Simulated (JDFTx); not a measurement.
# InP (F-43m) in JDFTx: a series of runs

Aim: see how the results for InP move with the level of theory and the settings. Levels: LDA, PBEsol. Tasks: single point.

All numbers are computed with JDFTx 1.7.0 (patched build); they aren't measurements. Logs are shortened: lines on timing, memory, paths and dates and some standing lists are left out, and cuts for length are marked. The log counts tension as positive stress, the text compression.

**What was measured.**

A printed reference work, data compilation reports, for a bulk crystal of InP at 1.6 K: band gap 1.4236 eV (direct).

The results are compared with them further down.

### 1 Starting point

Symmetry: F-43m, No. 216, cubic system. Conventional cell: a = 5.861 Å, b = 5.861 Å, c = 5.861 Å, α = 90.00°, β = 90.00°, γ = 90.00°. In (site symmetry -43m) is surrounded by 4 P at 2.54 Å. P (site symmetry -43m) is surrounded by 4 In at 2.54 Å.

### 2 Single point, LDA

The input, InP.in:

```
lattice \
    0.0000000000     5.5378424082     5.5378424082 \
    5.5378424082     0.0000000000     5.5378424082 \
    5.5378424082     5.5378424082     0.0000000000
coords-type Cartesian
ion In     0.0000000000     0.0000000000     0.0000000000 1
ion P      8.3067636123     8.3067636123     8.3067636123 1

ion-species pseudo/In.upf
ion-species pseudo/P.upf
elec-cutoff 35 280
elec-ex-corr lda-PW
kpoint-folding 8 8 8
elec-smearing Fermi 0.0018374661
elec-n-bands 15
electronic-SCF nIterations 100 energyDiffThreshold 1e-09
electronic-minimize nIterations 30 energyDiffThreshold 1e-7
converge-empty-states yes
forces-output-coords Cartesian

dump-name run.$VAR
dump End Ecomponents EigStats BandEigs Kpoints Forces Stress ElecDensity
```

Potentials or basis: PseudoDojo-SR-LDA-0.4.1-standard with smoothed tails.

Run with:

```
$ jdftx -c 1 -i InP.in -o InP.out
```

Log:

```text
*************** JDFTx 1.7.0 (patched build) ***************

Input parsed successfully to the following command list (including defaults):
[... the input with its defaults ...]

---------- Setting up symmetries ----------

Found 48 point-group symmetries of the bravais lattice
Found 24 space-group symmetries with basis
Applied RMS atom displacement 1.08415e-15 bohrs to make symmetries exact.

---------- Initializing the Grid ----------
R =
[            0      5.53784      5.53784  ]
[      5.53784            0      5.53784  ]
[      5.53784      5.53784            0  ]
unit cell volume = 339.666
G =
[  -0.567295   0.567295   0.567295  ]
[   0.567295  -0.567295   0.567295  ]
[   0.567295   0.567295  -0.567295  ]
Minimum fftbox size, Smin = [  60  60  60  ]
Chosen fftbox size, S = [  60  60  60  ]

---------- Initializing tighter grid for wavefunction operations ----------
R =
[            0      5.53784      5.53784  ]
[      5.53784            0      5.53784  ]
[      5.53784      5.53784            0  ]
unit cell volume = 339.666
G =
[  -0.567295   0.567295   0.567295  ]
[   0.567295  -0.567295   0.567295  ]
[   0.567295   0.567295  -0.567295  ]
Minimum fftbox size, Smin = [  44  44  44  ]
Chosen fftbox size, S = [  48  48  48  ]

---------- Exchange Correlation functional ----------
Initalized Slater LDA exchange.
Initalized Perdew-Wang LDA correlation.

---------- Setting up pseudopotentials ----------
Width of ionic core gaussian charges (only for fluid interactions / plotting) set to 0

Reading pseudopotential file 'pseudo/In.upf':
  'In' pseudopotential, 'SLA  PW   NOGX NOGC' functional
  Generated using ONCVPSP code by D. R. Hamann
  13 valence electrons, 3 orbitals, 6 projectors, 1001 radial grid points, with lMax = 2
    4D    l: 2   occupation: 10.0   eigenvalue: -0.687856
    5S    l: 0   occupation:  2.0   eigenvalue: -0.311709
    5P    l: 1   occupation:  1.0   eigenvalue: -0.099150
  Core radius for overlap checks: 2.17 bohrs.

Reading pseudopotential file 'pseudo/P.upf':
  'P' pseudopotential, 'SLA  PW   NOGX NOGC' functional
  Generated using ONCVPSP code by D. R. Hamann
  5 valence electrons, 2 orbitals, 6 projectors, 1001 radial grid points, with lMax = 2
    3S    l: 0   occupation:  2.0   eigenvalue: -0.515099
    3P    l: 1   occupation:  3.0   eigenvalue: -0.205677
  Core radius for overlap checks: 1.66 bohrs.

Initialized 2 species with 2 total atoms.

Folded 1 k-points by 8x8x8 to 512 k-points.

---------- Setting up k-points, bands, fillings ----------
Adding inversion symmetry to k-mesh for non-inversion-symmetric unit cell.
Reduced to 29 k-points under symmetry.
Computing the number of bands and number of electrons
Calculating initial fillings.
nElectrons:  18.000000   nBands: 15   nStates: 29

----- Setting up reduced wavefunction bases (one per k-point) -----
average nbasis = 3359.189 , ideal nbasis = 3359.293

---------- Setting up ewald sum ----------
Optimum gaussian width for ewald sums = 2.515192 bohr.
Real space sum over 1331 unit cells with max indices [  5  5  5  ]
Reciprocal space sum over 2197 terms with max indices [  6  6  6  ]

---------- Allocating electronic variables ----------
Initializing wave functions:  linear combination of atomic orbitals
Note: number of bands (15) exceeds available atomic orbitals (13)
In pseudo-atom occupations:   s ( 2 )  p ( 1 )  d ( 10 )
P pseudo-atom occupations:   s ( 2 )  p ( 3 )
	FillingsUpdate:  mu: +0.288538198  nElectrons: 18.000000
LCAOMinimize: Iter:   0  F: -63.3568027682373014  |grad|_K:  3.044e-03  alpha:  1.000e+00
	FillingsUpdate:  mu: +0.268801759  nElectrons: 18.000000
LCAOMinimize: Iter:   1  F: -63.3712967273763041  |grad|_K:  7.749e-05  alpha:  4.615e-01  linmin: -2.825e-01  cgtest:  7.833e-01
LCAOMinimize: Encountered beta<0, resetting CG.
[... 5 lines of inner loops ...]
LCAOMinimize: Iter:   4  F: -63.3713088881338678  |grad|_K:  3.831e-08  alpha:  9.719e-01  linmin:  7.629e-05  cgtest: -1.356e-02
	FillingsUpdate:  mu: +0.268584278  nElectrons: 18.000000
LCAOMinimize: Iter:   5  F: -63.3713088881363831  |grad|_K:  4.960e-09  alpha:  4.905e-01  linmin:  5.422e-02  cgtest: -1.366e-01
LCAOMinimize: Converged (|Delta F|<1.000000e-06 for 2 iters).

-------- Electronic minimization -----------
Will mix electronic density at each iteration.
	FillingsUpdate:  mu: +0.268584278  nElectrons: 18.000000
	FillingsUpdate:  mu: +0.259149130  nElectrons: 18.000000
SCF: Cycle:  0   F: -63.407179006966686   dF: -3.587e-02   |Residual|: 4.536e-02   |deigs|: 1.274e-01
	FillingsUpdate:  mu: +0.260059239  nElectrons: 18.000000
SCF: Cycle:  1   F: -63.407934172590871   dF: -7.552e-04   |Residual|: 2.556e-02   |deigs|: 6.955e-03
	FillingsUpdate:  mu: +0.262344469  nElectrons: 18.000000
SCF: Cycle:  2   F: -63.408091064243742   dF: -1.569e-04   |Residual|: 3.943e-03   |deigs|: 2.886e-03
	FillingsUpdate:  mu: +0.262603860  nElectrons: 18.000000
SCF: Cycle:  3   F: -63.408099274241906   dF: -8.210e-06   |Residual|: 1.663e-03   |deigs|: 9.962e-04
	FillingsUpdate:  mu: +0.262963875  nElectrons: 18.000000
SCF: Cycle:  4   F: -63.408101814872843   dF: -2.541e-06   |Residual|: 5.982e-04   |deigs|: 6.527e-04
	FillingsUpdate:  mu: +0.262961208  nElectrons: 18.000000
SCF: Cycle:  5   F: -63.408102419921619   dF: -6.050e-07   |Residual|: 2.226e-04   |deigs|: 3.768e-04
	FillingsUpdate:  mu: +0.263021456  nElectrons: 18.000000
SCF: Cycle:  6   F: -63.408102848327111   dF: -4.284e-07   |Residual|: 3.971e-05   |deigs|: 5.757e-04
	FillingsUpdate:  mu: +0.263022104  nElectrons: 18.000000
SCF: Cycle:  7   F: -63.408103006160474   dF: -1.578e-07   |Residual|: 2.629e-05   |deigs|: 4.762e-04
	FillingsUpdate:  mu: +0.263024040  nElectrons: 18.000000
SCF: Cycle:  8   F: -63.408103086546312   dF: -8.039e-08   |Residual|: 9.566e-06   |deigs|: 3.532e-04
	FillingsUpdate:  mu: +0.263023489  nElectrons: 18.000000
SCF: Cycle:  9   F: -63.408103116576591   dF: -3.003e-08   |Residual|: 3.183e-06   |deigs|: 2.489e-04
	FillingsUpdate:  mu: +0.263023727  nElectrons: 18.000000
SCF: Cycle: 10   F: -63.408103131431631   dF: -1.486e-08   |Residual|: 3.058e-06   |deigs|: 3.470e-04
	FillingsUpdate:  mu: +0.263023762  nElectrons: 18.000000
SCF: Cycle: 11   F: -63.408103136320030   dF: -4.888e-09   |Residual|: 9.238e-07   |deigs|: 3.007e-04
	FillingsUpdate:  mu: +0.263023749  nElectrons: 18.000000
SCF: Cycle: 12   F: -63.408103138787126   dF: -2.467e-09   |Residual|: 5.761e-07   |deigs|: 1.395e-04
	FillingsUpdate:  mu: +0.263023766  nElectrons: 18.000000
SCF: Cycle: 13   F: -63.408103139556985   dF: -7.699e-10   |Residual|: 6.054e-07   |deigs|: 8.479e-05
	FillingsUpdate:  mu: +0.263023791  nElectrons: 18.000000
SCF: Cycle: 14   F: -63.408103139986359   dF: -4.294e-10   |Residual|: 6.094e-07   |deigs|: 1.167e-04
SCF: Converged (|Delta E|<1.000000e-09 for 2 iters).

Setting wave functions to eigenvectors of Hamiltonian
Converging empty states (this may take a while):
EmptyStates: None of the convergence criteria satisfied.
|deigs|: 9.389e-04

# Stress tensor in Cartesian coordinates [Eh/a0^3]:
[  4.57113e-05            0            0  ]
[            0  4.57113e-05            0  ]
[            0            0  4.57113e-05  ]

# Ionic positions in cartesian coordinates:
ion In  -0.000000000000000  -0.000000000000001  -0.000000000000001 1
ion P   8.306763612299999   8.306763612299999   8.306763612299999 1

# Forces in Cartesian coordinates:
force In   0.000000000000000   0.000000000000000  -0.000000000000000 1
force P  -0.000000000000000  -0.000000000000000   0.000000000000000 1

# Energy components:
   Eewald =      -44.8602020983078873
       EH =       18.3525662725151939
     Eloc =      -55.4384436395235909
      Enl =      -13.7055250816293093
      Exc =      -21.7799569610354453
 Exc_core =        9.8110095525036183
       KE =       44.2124500687003987
-------------------------------------
     Etot =      -63.4081018867770112
       TS =        0.0000012532093477
-------------------------------------
        F =      -63.4081031399863591

IonicMinimize: Iter:   0  F: -63.408103139986359  |grad|_K:  7.080e-36
IonicMinimize: Converged (|grad|_K<1.000000e-04).

#--- Lowdin population analysis ---
# oxidation-state In +0.265
# oxidation-state P -0.230

Dumping 'run.eigStats' ...
	eMin: -0.276145 at state 20 ( [ +0.000000 +0.500000 +0.500000 ] spin 0 )
	HOMO: +0.252946 at state 0 ( [ +0.000000 +0.000000 +0.000000 ] spin 0 )
	mu  : +0.263024
	LUMO: +0.270809 at state 0 ( [ +0.000000 +0.000000 +0.000000 ] spin 0 )
	eMax: +0.669126 at state 24 ( [ +0.125000 +0.375000 +0.500000 ] spin 0 )
	HOMO-LUMO gap: +0.017863
	Optical gap  : +0.017863 at state 0 ( [ +0.000000 +0.000000 +0.000000 ] spin 0 )
WARNING: the last solve of the electrons (or of bands or displaced states from it) ended unconverged.
Done!
```

Run time: 1.9 min. Hardware: 1 thread of Intel Xeon Platinum 8259CL at 2.50GHz (Skylake/Cascade Lake), shared host; peak memory 0.13 GiB.

What came out:

```yaml
Free_energy: -1725.4224 eV
Pressure: -1.3 GPa
Band_gap_on_the_k_mesh: 0.49 eV, direct
Loewdin_charges: In +0.27; P -0.23 e
```

Levels at points of the mesh, in eV from the valence-band top:
```tsv
k point	band 6	band 7	band 8	band 9	band 10	band 11
(0.00, 0.00, 0.00)	-11.56	0.00	0.00	0.00	0.49	3.97
(0.00, 0.00, 0.50)	-9.81	-5.84	-0.99	-0.99	1.31	4.70
(0.00, 0.50, 0.50)	-9.14	-5.88	-2.36	-2.36	1.61	2.12
```

Caveat: the empty levels aren't tightly converged; spin-orbit coupling is left out, which moves the levels of the heavy elements.

### 3 Single point, PBEsol

The input, InP.in:

```
include InP.lattice
coords-type Lattice
include InP.ionpos

ion-species pseudo/In.upf
ion-species pseudo/P.upf
elec-cutoff 35 280
elec-ex-corr gga-PBEsol
kpoint-folding 8 8 8
elec-smearing Fermi 0.0018374661
elec-n-bands 15
electronic-SCF nIterations 100 energyDiffThreshold 1e-09
electronic-minimize nIterations 30 energyDiffThreshold 1e-7
converge-empty-states yes
forces-output-coords Cartesian

dump-name run.$VAR
dump End Ecomponents EigStats BandEigs Kpoints Forces Stress ElecDensity
```

The input, InP.lattice:

```
lattice \
    0.0000000000     5.5378424082     5.5378424082 \
    5.5378424082     0.0000000000     5.5378424082 \
    5.5378424082     5.5378424082     0.0000000000
```

The input, InP.ionpos:

```
ion In     0.0000000000     0.0000000000     0.0000000000 1
ion P      0.7500000000     0.7500000000     0.7500000000 1
```

Potentials or basis: PseudoDojo-SR-PBEsol-0.4.1-standard with smoothed tails.

Run with:

```
$ jdftx -c 1 -i InP.in -o InP.out
```

Log:

```text
*************** JDFTx 1.7.0 (patched build) ***************

Input parsed successfully to the following command list (including defaults):
[... the input with its defaults ...]

---------- Setting up symmetries ----------

Found 48 point-group symmetries of the bravais lattice
Found 24 space-group symmetries with basis
Applied RMS atom displacement 0 bohrs to make symmetries exact.

---------- Initializing the Grid ----------
R =
[            0      5.53784      5.53784  ]
[      5.53784            0      5.53784  ]
[      5.53784      5.53784            0  ]
unit cell volume = 339.666
G =
[  -0.567295   0.567295   0.567295  ]
[   0.567295  -0.567295   0.567295  ]
[   0.567295   0.567295  -0.567295  ]
Minimum fftbox size, Smin = [  60  60  60  ]
Chosen fftbox size, S = [  60  60  60  ]

---------- Initializing tighter grid for wavefunction operations ----------
R =
[            0      5.53784      5.53784  ]
[      5.53784            0      5.53784  ]
[      5.53784      5.53784            0  ]
unit cell volume = 339.666
G =
[  -0.567295   0.567295   0.567295  ]
[   0.567295  -0.567295   0.567295  ]
[   0.567295   0.567295  -0.567295  ]
Minimum fftbox size, Smin = [  44  44  44  ]
Chosen fftbox size, S = [  48  48  48  ]

---------- Exchange Correlation functional ----------
Initalized PBEsol GGA exchange.
Initalized PBEsol GGA correlation.

---------- Setting up pseudopotentials ----------
Width of ionic core gaussian charges (only for fluid interactions / plotting) set to 0

[... 78 lines left out ...]
SCF: Cycle: 10   F: -63.284007716102401   dF: -2.293e-08   |Residual|: 3.020e-06   |deigs|: 1.991e-04
	FillingsUpdate:  mu: +0.271163911  nElectrons: 18.000000
SCF: Cycle: 11   F: -63.284007729146751   dF: -1.304e-08   |Residual|: 1.265e-06   |deigs|: 3.186e-04
	FillingsUpdate:  mu: +0.271163945  nElectrons: 18.000000
SCF: Cycle: 12   F: -63.284007734031121   dF: -4.884e-09   |Residual|: 8.054e-07   |deigs|: 1.696e-04
	FillingsUpdate:  mu: +0.271163940  nElectrons: 18.000000
SCF: Cycle: 13   F: -63.284007736683911   dF: -2.653e-09   |Residual|: 7.328e-07   |deigs|: 2.053e-04
	FillingsUpdate:  mu: +0.271163996  nElectrons: 18.000000
SCF: Cycle: 14   F: -63.284007737612612   dF: -9.287e-10   |Residual|: 4.331e-07   |deigs|: 1.204e-04
	FillingsUpdate:  mu: +0.271164024  nElectrons: 18.000000
SCF: Cycle: 15   F: -63.284007738135756   dF: -5.231e-10   |Residual|: 2.218e-07   |deigs|: 8.844e-05
SCF: Converged (|Delta E|<1.000000e-09 for 2 iters).

Setting wave functions to eigenvectors of Hamiltonian
Converging empty states (this may take a while):
EmptyStates: None of the convergence criteria satisfied.
|deigs|: 1.013e-03

# Stress tensor in Cartesian coordinates [Eh/a0^3]:
[ -2.39081e-05            0            0  ]
[            0 -2.39081e-05            0  ]
[            0            0 -2.39081e-05  ]

# Ionic positions in lattice coordinates:
ion In   0.000000000000000   0.000000000000000   0.000000000000000 1
ion P   0.750000000000000   0.750000000000000   0.750000000000000 1

# Forces in Cartesian coordinates:
force In   0.000000000000000  -0.000000000000000   0.000000000000000 1
force P   0.000000000000000  -0.000000000000000  -0.000000000000000 1

# Energy components:
   Eewald =      -44.8602020983078873
       EH =       18.3648078459905051
     Eloc =      -55.4919925736670905
      Enl =      -13.6811396504684044
      Exc =      -21.8776468773302213
 Exc_core =        9.9497877147153826
       KE =       44.3123783286515547
-------------------------------------
     Etot =      -63.2840073104161647
       TS =        0.0000004277195918
-------------------------------------
        F =      -63.2840077381357560

IonicMinimize: Iter:   0  F: -63.284007738135756  |grad|_K:  1.571e-35
IonicMinimize: Converged (|grad|_K<1.000000e-04).

#--- Lowdin population analysis ---
# oxidation-state In +0.285
# oxidation-state P -0.251

Dumping 'run.eigStats' ...
	eMin: -0.270307 at state 20 ( [ +0.000000 +0.500000 +0.500000 ] spin 0 )
	HOMO: +0.258749 at state 0 ( [ +0.000000 +0.000000 +0.000000 ] spin 0 )
	mu  : +0.271164
	LUMO: +0.281291 at state 0 ( [ +0.000000 +0.000000 +0.000000 ] spin 0 )
	eMax: +0.675703 at state 24 ( [ +0.125000 +0.375000 +0.500000 ] spin 0 )
	HOMO-LUMO gap: +0.022542
	Optical gap  : +0.022542 at state 0 ( [ +0.000000 +0.000000 +0.000000 ] spin 0 )
WARNING: the last solve of the electrons (or of bands or displaced states from it) ended unconverged.
Done!
```

It took 2 min on 1 thread of Intel Xeon Platinum 8259CL at 2.50GHz (Skylake/Cascade Lake), shared host; peak memory 0.14 GiB.

What came out:

```yaml
Free_energy: -1722.0456 eV
Pressure: 0.7 GPa
Band_gap_on_the_k_mesh: 0.61 eV, direct
Loewdin_charges: In +0.28; P -0.25 e
```

Levels at points of the mesh, in eV from the valence-band top:
```csv
k point,band 5,band 6,band 7,band 8,band 9,band 10,band 11
"(0.00, 0.00, 0.00)",-14.06,-11.55,0.00,0.00,0.00,0.61,4.02
"(0.00, 0.00, 0.50)",-14.05,-9.80,-5.80,-0.98,-0.98,1.40,4.73
"(0.00, 0.50, 0.50)",-14.02,-9.14,-5.81,-2.35,-2.35,1.63,2.16
```

Caveat: the empty levels aren't tightly converged; spin-orbit coupling is left out, which moves the levels of the heavy elements.

### 4 The reference run

An earlier run on the cell as given: functional PBEsol; potentials or basis PseudoDojo-SR-PBEsol-0.4.1-standard with smoothed tails; cutoff 952 eV; density cutoff 7619 eV; k mesh 8 × 8 × 8; occupations fermi-dirac, width 0.05 eV; no spin polarisation.

- Pressure: 0.7 GPa
- Band gap on the k mesh: 0.61 eV, direct
- Loewdin charges: In +0.28; P -0.25 e

### 5 How close it comes

Step 2. Measured gap of InP: 1.4236 eV (direct; 1.6 K; a printed reference work, data compilation). This calculation gives 0.49 eV (-0.94 eV). Spin-orbit coupling on In is left out. The value is that of LDA, without temperature or zero-point motion. Semilocal functionals fall short of measured gaps as a rule.

Step 3. Measured gap of InP: 1.4236 eV (direct; 1.6 K; a printed reference work, data compilation). This calculation gives 0.61 eV (-0.81 eV). Spin-orbit coupling on In is left out. The value is that of PBEsol, without temperature or zero-point motion. Semilocal functionals fall short of measured gaps as a rule.
